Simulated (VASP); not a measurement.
# ZnPt: interstitial B from one void to a neighbouring one, part 3 of 4

How hard is this move in ZnPt: interstitial B from one void to a neighbouring one? Both ends are relaxed first, then a band of images between them. The start is a cell from a database of measured crystal structures.

VASP 6.6.1, plane waves and PAW; the level of theory is named at each step.

So far. Step 2 (Relax the host): The run ended after 3 ionic steps, 0.018 eV below its first step, once forces and stress met EDIFFG = -0.02. Step 3 (Relax the start): The run ended after 21 ionic steps, 3.326 eV below its first step, once the forces on the free atoms met EDIFFG = -0.05.

### Step 4. Relax the end

Level of this step: PBEsol; plane waves and PAW (Pt, Zn, B) (VASP).

The end state is relaxed in the same way, so that both ends share their errors.

Contents of INCAR:

```
SYSTEM = Zn12BPt12
PREC = Normal
ENCUT = 320
EDIFF = 1E-05
NELM = 120
ISMEAR = 1
SIGMA = 0.15
LREAL = Auto
ALGO = Fast
GGA = PS
LORBIT = 11
LWAVE = .FALSE.
LCHARG = .FALSE.
KPAR = 3
IBRION = 2
NSW = 60
ISIF = 2
EDIFFG = -0.05
POTIM = 0.4
MAXMIX = 40
ISYM = 0
```

Contents of POSCAR:

```
Zn12BPt12
1.0
    5.6674863488      2.8337431744      0.0000000000
    0.0000000000      8.5012295232      0.0000000000
    0.0000000000      0.0000000000      6.9465166558
Pt Zn B
12 12 1
Direct
    0.0031614829     -0.0018659824     -0.0042663636
   -0.0003882171     -0.0009194500      0.5022322665
    0.0006833112      0.3292688256     -0.0034410429
    0.0031188043      0.3338929476      0.4981566492
   -0.0000037011      0.6677161571      0.0013486021
    0.0030921722      0.6662393509      0.4997269759
    0.4990865507      0.1694548912     -0.0064805265
    0.4995106990      0.1669074031      0.4958962196
    0.5011744664      0.4980763069      0.0024831001
    0.4995567979      0.5017219845      0.5035092224
    0.5013513207      0.8308226707     -0.0043599367
    0.5061875195      0.8310090007      0.4980175245
    0.2505090690      0.0827133292      0.2524534376
    0.2501197292      0.0833257708      0.7479426243
    0.2516570595      0.4136820378      0.2519171895
    0.2553778251      0.4112870806      0.7428993786
    0.2521769042      0.7552685519      0.2471181964
    0.2455864181      0.7528568028      0.7475794441
    0.7482142860      0.2497762565      0.2515317089
    0.7485697280      0.2511305048      0.7494917359
    0.7470192390      0.5835744968      0.2472636655
    0.7500229907      0.5806816611      0.7468534032
    0.7551414745      0.9148277206      0.2498448085
    0.7518051615      0.9150748376      0.7493420145
    0.0015003079      0.2918309758      0.2466622214
```

Contents of KPOINTS:

```
Automatic mesh
0
Gamma
3 3 3
0 0 0
```

The projector-augmented-wave data sets are Pt, Zn and B (PBE family, release 64).

The run is started by

```sh
$ mpirun -np 3 vasp_std
```

What it wrote:

```text
[... set-up lines as in an earlier step ...]
 entering main loop
       N       E                     dE             d eps       ncg     rms          rms(c)
DAV:   1     0.241183034518E+04    0.24118E+04   -0.83308E+04  4488   0.166E+03
DAV:   2     0.269595397680E+03   -0.21422E+04   -0.20404E+04  4480   0.462E+02
DAV:   3    -0.102791126612E+03   -0.37239E+03   -0.34011E+03  4648   0.168E+02
DAV:   4    -0.126085860755E+03   -0.23295E+02   -0.22675E+02  4952   0.476E+01
DAV:   5    -0.126577560553E+03   -0.49170E+00   -0.48961E+00  4840   0.591E+00    0.474E+01
RMM:   6    -0.118622236163E+03    0.79553E+01   -0.24132E+01  4480   0.163E+01    0.230E+01
RMM:   7    -0.118122610703E+03    0.49963E+00   -0.27469E+00  4480   0.474E+00    0.772E+00
RMM:   8    -0.118017394732E+03    0.10522E+00   -0.72052E-01  4485   0.267E+00    0.279E+00
RMM:   9    -0.117975402492E+03    0.41992E-01   -0.14532E-01  4506   0.159E+00    0.501E-01
RMM:  10    -0.117974347431E+03    0.10551E-02   -0.27435E-02  4507   0.427E-01    0.300E-01
RMM:  11    -0.117974078141E+03    0.26929E-03   -0.54906E-03  4556   0.203E-01    0.174E-01
RMM:  12    -0.117974046361E+03    0.31780E-04   -0.17138E-03  4504   0.116E-01    0.687E-02
RMM:  13    -0.117974047455E+03   -0.10946E-05   -0.50366E-04  4746   0.634E-02    0.424E-02
RMM:  14    -0.117974051395E+03   -0.39391E-05   -0.15478E-04  4738   0.322E-02    0.266E-02
RMM:  15    -0.117974049699E+03    0.16958E-05   -0.27997E-05  3014   0.148E-02
   1 F= -.11797405E+03 E0= -.11797136E+03  d E =-.117974E+03
 curvature:   0.00 expect dE= 0.000E+00 dE for cont linesearch  0.000E+00
 trial: gam= 0.00000 g(F)=  0.593E+01 g(S)=  0.000E+00 ort = 0.000E+00 (trialstep = 0.100E+01)
 search vector abs. value=  0.593E+01
 bond charge predicted
       N       E                     dE             d eps       ncg     rms          rms(c)
DAV:   1    -0.118260157738E+03   -0.28611E+00   -0.13252E+03  4544   0.939E+01    0.698E+00
RMM:   2    -0.120177070132E+03   -0.19169E+01   -0.21896E+01  4480   0.163E+01    0.374E+00
RMM:   3    -0.120318465409E+03   -0.14140E+00   -0.35016E+00  4576   0.645E+00    0.262E+00
RMM:   4    -0.120354066103E+03   -0.35601E-01   -0.93341E-01  4735   0.280E+00    0.139E+00
RMM:   5    -0.120351626490E+03    0.24396E-02   -0.20605E-01  4528   0.149E+00    0.624E-01
RMM:   6    -0.120354518131E+03   -0.28916E-02   -0.75425E-02  4720   0.837E-01    0.217E-01
RMM:   7    -0.120355931718E+03   -0.14136E-02   -0.18581E-02  5095   0.367E-01    0.145E-01
RMM:   8    -0.120356165936E+03   -0.23422E-03   -0.39387E-03  4850   0.150E-01    0.830E-02
RMM:   9    -0.120356196074E+03   -0.30139E-04   -0.72253E-04  4784   0.741E-02    0.289E-02
RMM:  10    -0.120356197754E+03   -0.16795E-05   -0.17046E-04  4025   0.350E-02    0.136E-02
RMM:  11    -0.120356200018E+03   -0.22644E-05   -0.56813E-05  3360   0.171E-02
   2 F= -.12035620E+03 E0= -.12035822E+03  d E =-.238215E+01
[... from here on, the cycles between the ionic steps are left out ...]
   3 F= -.12037424E+03 E0= -.12037593E+03  d E =-.240019E+01
   4 F= -.12055399E+03 E0= -.12055537E+03  d E =-.179746E+00
   5 F= -.12058963E+03 E0= -.12059076E+03  d E =-.215387E+00
   6 F= -.12062546E+03 E0= -.12062660E+03  d E =-.358297E-01
   7 F= -.12062598E+03 E0= -.12062712E+03  d E =-.363524E-01
   8 F= -.12064934E+03 E0= -.12065059E+03  d E =-.233604E-01
   9 F= -.12065387E+03 E0= -.12065520E+03  d E =-.278899E-01
  10 F= -.12066413E+03 E0= -.12066536E+03  d E =-.102625E-01
  11 F= -.12066686E+03 E0= -.12066801E+03  d E =-.129838E-01
  12 F= -.12067168E+03 E0= -.12067291E+03  d E =-.482636E-02
  13 F= -.12067386E+03 E0= -.12067515E+03  d E =-.700422E-02
  14 F= -.12067412E+03 E0= -.12067545E+03  d E =-.726648E-02
  15 F= -.12067650E+03 E0= -.12067784E+03  d E =-.237701E-02
  16 F= -.12067656E+03 E0= -.12067791E+03  d E =-.244234E-02
  17 F= -.12067850E+03 E0= -.12067982E+03  d E =-.193538E-02
  18 F= -.12067905E+03 E0= -.12068035E+03  d E =-.248495E-02
  19 F= -.12067920E+03 E0= -.12068049E+03  d E =-.263450E-02
  20 F= -.12067996E+03 E0= -.12068125E+03  d E =-.760171E-03
  21 F= -.12068059E+03 E0= -.12068188E+03  d E =-.138886E-02
 curvature:  -3.02 expect dE=-0.169E-02 dE for cont linesearch -0.650E-05
 trial: gam= 0.55601 g(F)=  0.559E-03 g(S)=  0.000E+00 ort = 0.651E-04 (trialstep = 0.166E+01)
 search vector abs. value=  0.124E-02
 bond charge predicted
       N       E                     dE             d eps       ncg     rms          rms(c)
DAV:   1    -0.120680962602E+03   -0.37119E-03   -0.44220E-01  4480   0.172E+00    0.663E-02
RMM:   2    -0.120681227005E+03   -0.26440E-03   -0.30149E-03  4480   0.195E-01    0.494E-02
RMM:   3    -0.120681247557E+03   -0.20552E-04   -0.49658E-04  4551   0.689E-02    0.314E-02
RMM:   4    -0.120681247211E+03    0.34574E-06   -0.14436E-04  4564   0.373E-02    0.222E-02
RMM:   5    -0.120681245656E+03    0.15553E-05   -0.57902E-05  3585   0.219E-02
  22 F= -.12068125E+03 E0= -.12068251E+03  d E =-.657485E-03
 trial-energy change:   -0.000657  1 .order   -0.000595   -0.000985   -0.000205
 step:   1.9342(harm=  2.0905)  dis= 0.00790  next Energy=  -120.681263 (dE=-0.675E-03)
 reached required accuracy - stopping structural energy minimisation
```

Run time: 16 min. Hardware: 3 MPI ranks of Intel Xeon Platinum 8259CL at 2.50GHz (Skylake/Cascade Lake), shared host; peak memory 1.1 GiB; 49 min of CPU time.

Parts of OUTCAR (step 4):

```text
 Found     14 irreducible k-points:

   NELECT =     267.0000    total number of electrons

 E-fermi :   8.0957

 k-point     1 :       0.0000    0.0000    0.0000
  band No.  band energies     occupation
    ...
    131       6.8775      2.00000
    132       7.0359      2.00000
    133       7.2271      2.00000
    134       7.4585      2.00000
    135       7.8292      2.03068
    136       8.2959     -0.06774
    137       8.5256     -0.00039
    138       8.8442     -0.00000
    139       8.9612     -0.00000
    140       9.1261     -0.00000
    ...

 k-point     2 :       0.3333    0.0000    0.0000
  band No.  band energies     occupation
    ...
    131       6.5248      2.00000
    132       6.8093      2.00000
    133       7.0179      2.00000
    134       7.3766      2.00000
    135       8.0571      1.42030
    136       8.3188     -0.05645
    137       8.7156     -0.00000
    138       9.0814     -0.00000
    139       9.4543     -0.00000
    140       9.7828     -0.00000
    ...

  Total       12.5609798     12.0882610     16.1127630     -0.3823375     -0.0891823     -0.0079922
  in kB       60.1304970     57.8675514     77.1331907     -1.8302826     -0.4269235     -0.0382594
  external PRESSURE =      65.0437464 kB  Pullay stress =       0.0000000 kB

 POSITION                                       TOTAL-FORCE (eV/Angst)
 -----------------------------------------------------------------------------------
      5.66215     11.30536      0.00674         0.003579      0.011749     -0.008165
      5.66387     11.30374      3.45465        -0.004304      0.005274     -0.007677
      0.01172      2.82789      6.71390        -0.006597      0.005003      0.010571
      0.00772      2.82415      3.67038         0.011018      0.014141      0.023066
      0.02030      5.67525      6.93925        -0.009360      0.005996      0.006613
      0.01985      5.67511      3.46027        -0.006506     -0.003619     -0.003707
      2.82361      2.79603      6.90219        -0.003478     -0.006996      0.002576
      2.82269      2.79547      3.50204         0.000224     -0.005537     -0.008664
      2.85730      5.67138      6.93003        -0.001131     -0.001964      0.011005
      2.85528      5.67186      3.46588        -0.003803     -0.011010      0.004737
      2.84203      8.48688      6.91424        -0.004805     -0.009408     -0.000913
      2.84209      8.48613      3.48690         0.006040     -0.008056     -0.001002
      1.53027      1.29288      1.72885         0.001821     -0.001233      0.001583
      1.45187      1.31824      5.19966         0.002541      0.013644      0.007630
      1.51284      4.32891      1.72718         0.016306      0.010014     -0.003053
      1.48731      4.31641      5.19813        -0.012780     -0.012715     -0.003335
      1.43095      7.07069      1.72793        -0.015001     -0.001187     -0.007285
      1.42132      7.07498      5.20276         0.009591     -0.005713     -0.007688
      4.13142      4.10550      1.72984         0.016520      0.004166      0.000166
      4.20556      4.17355      5.19991        -0.013254     -0.002226      0.003708
      4.16430      7.18970      1.72730        -0.000420     -0.013474     -0.000199
      4.21509      7.14116      5.19863         0.002739     -0.014328      0.001013
      4.24752      9.90054      1.72844         0.005350      0.008479      0.002852
      4.26731      9.89704      5.20178         0.005754      0.004298      0.000297
      5.65282      5.62706      1.71897        -0.000043      0.014702     -0.024131
 -----------------------------------------------------------------------------------
    total drift:                               -0.001321      0.140756     -0.003784

  FREE ENERGIE OF THE ION-ELECTRON SYSTEM (eV)
  ---------------------------------------------------
  free  energy   TOTEN  =      -120.6812456559 eV

  energy  without entropy=     -120.6850343305  energy(sigma->0) =     -120.68250855

 total charge
# of ion       s       p       d       tot
------------------------------------------
    1        0.642   0.561   8.182   9.385
    2        0.643   0.562   8.182   9.387
    3        0.706   0.742   8.156   9.604
    4        0.705   0.741   8.154   9.600
    5        0.644   0.564   8.182   9.390
    6        0.644   0.564   8.182   9.391
    7        0.649   0.578   8.193   9.420
    8        0.649   0.578   8.194   9.421
    9        0.646   0.574   8.192   9.412
   10        0.647   0.575   8.193   9.415
   11        0.668   0.613   8.193   9.474
   12        0.669   0.614   8.193   9.476
   13        0.570   0.569   9.785  10.925
   14        0.572   0.576   9.794  10.942
   15        0.561   0.566   9.787  10.914
   16        0.566   0.567   9.796  10.929
   17        0.553   0.550   9.788  10.891
   18        0.556   0.547   9.789  10.891
   19        0.569   0.573   9.787  10.929
   20        0.565   0.564   9.796  10.925
   21        0.570   0.571   9.786  10.926
   22        0.571   0.573   9.793  10.937
   23        0.552   0.549   9.787  10.889
   24        0.557   0.549   9.790  10.896
   25        0.765   1.151   0.000   1.916
--------------------------------------------------
tot         15.435  15.174 215.674 246.283

[... 6 parts as in an earlier step ...]

[... 6 further parts left out ...]
```

Relaxation path:

```tsv
step	energy less that of the first step (eV)	largest force (eV/Å)
1	0.0000	6.2032
2	-2.3821	1.2481
3	-2.4002	1.0521
4	-2.5799	0.4861
5	-2.6156	0.8254
6	-2.6514	0.6214
7	-2.6519	0.4813
8	-2.6753	0.2329
9	-2.6798	0.3111
10	-2.6901	0.1488
11	-2.6928	0.1150
12	-2.6976	0.0906
13	-2.6998	0.1398
14	-2.7001	0.1758
15	-2.7024	0.0953
16	-2.7025	0.1267
17	-2.7044	0.0653
18	-2.7050	0.0546
19	-2.7051	0.0671
20	-2.7059	0.0532
21	-2.7065	0.0548
22	-2.7072	0.0292
```

The atoms that moved most (Å):

```tsv
atom	dx	dy	dz	length
B25	-0.023	0.308	0.006	0.309
Pt4	-0.010	-0.023	0.210	0.211
Pt3	0.008	0.027	-0.209	0.211
Zn19	-0.109	-0.138	-0.017	0.177
Zn13	0.111	-0.120	-0.025	0.165
Zn15	0.087	0.099	-0.023	0.133
Zn21	-0.069	0.112	0.010	0.132
Zn16	0.040	0.096	0.038	0.111
```

The relaxed structure:

```
Pt Zn B
1.0
     5.66749    2.83374    0.00000
     0.00000    8.50123    0.00000
     0.00000    0.00000    6.94652
Pt Zn B
12 12 1
Direct
  0.99906 0.99683 0.00097
  0.99936 0.99654 0.49732
  0.00207 0.33196 0.96651
  0.00136 0.33175 0.52838
  0.00358 0.66639 0.99895
  0.00350 0.66640 0.49813
  0.49821 0.16283 0.99362
  0.49805 0.16282 0.50414
  0.50416 0.49907 0.99763
  0.50380 0.49925 0.49894
  0.50146 0.83116 0.99535
  0.50147 0.83107 0.50196
  0.27001 0.06208 0.24888
  0.25617 0.06967 0.74853
  0.26693 0.42023 0.24864
  0.26243 0.42026 0.74831
  0.25248 0.74756 0.24875
  0.25078 0.74864 0.74897
  0.72897 0.23994 0.24902
  0.74205 0.24358 0.74856
  0.73477 0.60080 0.24866
  0.74373 0.59210 0.74838
  0.74945 0.91478 0.24882
  0.75294 0.91321 0.74883
  0.99741 0.32944 0.24746
```

This step gave:

* electronic cycles: 161
* free energy (TOTEN): -120.6812 eV
* energy at zero smearing: -120.6825 eV
* Fermi energy: 8.096 eV

The run ended after 22 ionic steps, 2.707 eV below its first step, once the forces on the free atoms met EDIFFG = -0.05.

(Continued in part 4 of 4.)

[Lines on the potential files, build, host, timing and source positions are cut from VASP's logs without a mark.]

[Logs are printed without paths, hosts, clocks, repeated set-up lines and the standing remarks that a program may print on its own settings, such as how far it seeks lower states.]

[Hosts, paths, dates, database ids (printed as entryN), source tags and the programs' standing remarks are cut or masked in the printed files.]

[Runs that stopped without an error message from VASP are left out.]
